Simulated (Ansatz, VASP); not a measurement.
## CuAu: VASP beside Ansatz

POSCAR

```
CuAu
1.0
    2.7440000000      0.0000000000      0.0000000000
    0.0000000000      2.7440000000      0.0000000000
    0.0000000000      0.0000000000      3.6700000000
Cu Au
1 1
Direct
    0.5000000000      0.5000000000      0.5000000000
    0.0000000000      0.0000000000      0.0000000000
```

File INCAR.step1:

```
SYSTEM = CuAu
PREC = Accurate ; ENCUT = 520
ISMEAR = 0 ; SIGMA = 0.15
LREAL = .False. ; LASPH = .True.
NELM = 100 ; NBANDS = 18
GGA = PE ; ALGO = Normal
EDIFF = 1E-4 ; LWAVE = .True.
LCHARG = .False.
```

INCAR.step2

```
SYSTEM = CuAu
PREC = Accurate ; ENCUT = 520
EDIFF = 1E-7 ; ISMEAR = 0
SIGMA = 0.15 ; LREAL = .False.
LASPH = .True. ; NELM = 100
ALGO = Normal ; ISIF = 2
LWAVE = .False. ; LCHARG = .True.
METAGGA = R2SCAN ; LMIXTAU = .True.
LELF = .True. ; LVHAR = .True.
NBANDS = 18 ; ISTART = 1
```

KPOINTS

```
regular mesh
0
Gamma
  18 18 14
  0 0 0
```

Input for Ansatz:

```yaml
crystal:
  lattice:
    - [2.744, 0.0, 0.0]
    - [0.0, 2.744, 0.0]
    - [0.0, 0.0, 3.67]
  atoms:
    - { symbol: Cu, position: [0.5, 0.5, 0.5] }
    - { symbol: Au, position: [0.0, 0.0, 0.0] }
basis:
  ecutwfc: 500
kpoints:
  mp_grid: { grid: [18, 18, 14] }
hamiltonian:
  xc: r2scan
scf:
  occupations: { method: gaussian, width: 0.15 }
output:
  forces: true
  stress: true
  eigenvalues: true
```

Change from the starting cell: strain -0.0200 x Voigt [1, 1, 0, 0, 0, 0], atoms carried along.

Alike in both runs: task single point; functional r2SCAN; k mesh 18 × 18 × 14; occupations gaussian, width 0.15 eV; no spin polarisation.

|  | VASP | Ansatz |
| --- | --- | --- |
| version | VASP 6.6.1 | Ansatz 0.2.0 |
| potentials or method | VASP PAW PBE potentials, release 64 (Cu, Au) | scalar-relativistic, plane waves, PAW |
| plane-wave cutoff (eV) | 520 | 500 |
| valence electrons in the cell | 22 | 38 |

|  | VASP | Ansatz | Ansatz less VASP |
| --- | --- | --- | --- |
| gap on the k mesh at the Fermi level (eV) | none | none | - |
| pressure (GPa) | 9.9 | 9.4 | -0.48 |
| largest component of the traceless stress (GPa) | 1.60 | 1.73 | +0.138 |

A gap of «none» marks a metal or a gap that the smearing closes. The functional is the same, so the differences come from potentials, cutoffs and numerics. The two sets of potentials don't hold the same shells in valence.

Caveats: the PAW data sets were made with another functional, which shifts forces and pressure a little (VASP). Spin-orbit coupling is left out, which matters for the levels of Au.
